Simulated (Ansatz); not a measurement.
Structure relaxation of Ge₂S₃

All numbers below come from DFT PBE, scalar-relativistic, plane waves, PAW in Ansatz. Cutoff 420 eV, Γ-centred k mesh, Gaussian smearing, no spin polarisation in the final step.

Ge₂S₃ was placed on the A-type sesquioxide structure type (P-3m1, No. 164), with Ge in place of La, S in place of O, at a guessed volume.

```
CELL_PARAMETERS angstrom
4.15178 0.00000 0.00000
-2.07589 3.59555 0.00000
0.00000 0.00000 6.45950
ATOMIC_POSITIONS crystal
Ge 0.33333 0.66667 0.24500
Ge 0.66667 0.33333 0.75500
S 0.00000 0.00000 0.00000
S 0.33333 0.66667 0.64500
S 0.66667 0.33333 0.35500
```

Steps on the 6×6×4 mesh (5 atoms). 12 of 16 steps are shown, and the free energy counts from the last. Trial steps that were taken back and renewals of the plane-wave basis can be among the rows.

```
step  ΔF (meV/atom) V (Å³/atom) P (GPa) largest force component (eV/Å)
   1          350.2        19.29     1.84                           0.727
   2          314.2        19.56     0.26                           0.636
   4          144.5        19.27    -0.58                           0.351
   5           83.3        19.02     0.26                           0.289
   6           48.4        18.94     0.52                           0.127
   8           44.9        19.74    -1.01                           0.397
   9           37.5        19.08     0.08                           0.024
  11           11.5        19.32     1.02                           0.008
  12            4.8        19.68     0.55                           0.060
  13            1.4        20.22     0.24                           0.024
  15            0.7        20.60     0.04                           0.019
  16            0.0        20.60     0.11                           0.020
```

A final relaxation ran on a 12×12×4 mesh. The relaxed crystal, P-3m1 (No. 164):

```cif
data_structure
_symmetry_space_group_name_H-M 'P-3m1'
_symmetry_Int_Tables_number 164
_cell_length_a 3.6095
_cell_length_b 3.6095
_cell_length_c 9.3800
_cell_angle_alpha 90.000
_cell_angle_beta 90.000
_cell_angle_gamma 120.000
_cell_volume 105.83
loop_
_atom_site_label
_atom_site_type_symbol
_atom_site_symmetry_multiplicity
_atom_site_Wyckoff_symbol
_atom_site_fract_x
_atom_site_fract_y
_atom_site_fract_z
_atom_site_occupancy
Ge1 Ge 2 d 0.33333 0.66667 0.17148 1
S1 S 1 a 0.00000 0.00000 0.00000 1
S2 S 2 d 0.33333 0.66667 0.69048 1
```

```yaml
Volume_per_atom: 21.2 Å³
Density: 3.8 g/cm³
Energy_over_the_elements: -0.21 eV/atom
Gap_on_the_12×12×4_mesh: 0 eV (a metal)
```

Formation energies are uncorrected and refer to the elements' standard structures at the same level.

The final run used a 12×12×4 mesh on its 5-atom cell and 0.10 eV smearing. The k mesh leaves about 4 meV/atom of noise in metals. No dispersion correction is applied, so the spacing between layers, chains or molecules is poorly fixed, and with it the volume and density.

A structure relaxed within its symmetry needn't be a true minimum.

Cost: 3 runs of about 2.6 core-minutes in all, on Arm Neoverse V1 (shared hosts).